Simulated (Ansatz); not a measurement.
Start of a relaxation, 1 C2H4 a cell, flat, over a hollow Ta-Ta-Ta site (TaC, Fm-3m (No. 225), (1 1 1) face):

```
CELL_PARAMETERS angstrom
6.28552 0.00000 0.00000
-3.14276 5.44342 0.00000
0.00000 0.00000 24.41513
ATOMIC_POSITIONS crystal
C 0.16667 0.33333 0.32767
C 0.16667 0.83333 0.32767
C 0.66667 0.33333 0.32767
C 0.66667 0.83333 0.32767
Ta 0.33333 0.16667 0.38022
Ta 0.33333 0.66667 0.38022
Ta 0.83333 0.16667 0.38022
Ta 0.83333 0.66667 0.38022
C 0.50000 0.50000 0.43277
C 0.50000 0.00000 0.43277
C 0.00000 0.50000 0.43277
C 0.00000 0.00000 0.43277
Ta 0.66667 0.33333 0.48670
Ta 0.66667 0.83333 0.48670
Ta 0.16667 0.33333 0.48670
Ta 0.16667 0.83333 0.48670
C 0.83333 0.66667 0.54041
C 0.83333 0.16667 0.54041
C 0.33333 0.66667 0.54041
C 0.33333 0.16667 0.54041
Ta 0.00000 0.50000 0.58779
Ta 0.00000 0.00000 0.58779
Ta 0.50000 0.50000 0.58779
Ta 0.50000 0.00000 0.58779
C 0.16667 0.83333 0.70165
C 0.18793 0.63301 0.70165
H 0.98636 0.81684 0.70165
H 0.32951 0.01434 0.70165
H 0.36821 0.64949 0.70165
H 0.02508 0.45198 0.70165
```

The calculation used Ansatz, DFT PBE+D3(BJ), scalar-relativistic, plane waves, PAW. Settings: cutoff 420 eV, Γ-centred mesh 4×4×1 on the computed 30-atom cell, Gaussian smearing of 0.10 eV; no spin polarisation. The cell repeats along c with a dipole correction in the vacuum.

Atoms 1, 2, 3, 4, 5, 6, 7, 8, 9, 10, 11, 12 (counted from 1) are held. The cell is fixed. Force threshold 0.04 eV/Å.

(1) Where does it end?

The end is the local minimum or symmetric point that this start leads to. The slab is only 6.4 Å thick, so the energy isn't converged with thickness.

Spin–orbit coupling is left out, which can shift energies with elements as heavy as these.

Answers

(1) The energy falls by 1.744 eV in 16 steps, to:

```
CELL_PARAMETERS angstrom
6.28552 0.00000 0.00000
-3.14276 5.44342 0.00000
0.00000 0.00000 24.41513
ATOMIC_POSITIONS crystal
C 0.16667 0.33333 0.32767
C 0.16667 0.83333 0.32767
C 0.66667 0.33333 0.32767
C 0.66667 0.83333 0.32767
Ta 0.33333 0.16667 0.38022
Ta 0.33333 0.66667 0.38022
Ta 0.83333 0.16667 0.38022
Ta 0.83333 0.66667 0.38022
C 0.50000 0.50000 0.43277
C 0.50000 0.00000 0.43277
C 0.00000 0.50000 0.43277
C 0.00000 0.00000 0.43277
Ta 0.66706 0.33206 0.48682
Ta 0.66694 0.83394 0.48676
Ta 0.16504 0.33203 0.48681
Ta 0.16692 0.83374 0.48633
C 0.83340 0.66601 0.53960
C 0.83334 0.16635 0.53969
C 0.33267 0.66599 0.53961
C 0.33360 0.16718 0.53980
Ta 0.00251 0.50434 0.59038
Ta 0.00177 0.99698 0.58788
Ta 0.50189 0.50338 0.58692
Ta 0.49565 0.99735 0.58782
C 0.16883 0.83639 0.65482
C 0.04883 0.59260 0.68153
H 0.07754 0.94806 0.66903
H 0.37233 0.94975 0.66877
H 0.17072 0.54494 0.70344
H 0.87953 0.54212 0.70384
```

Cost: 1 run of about 50 core-minutes, on Arm Neoverse V1 (shared hosts).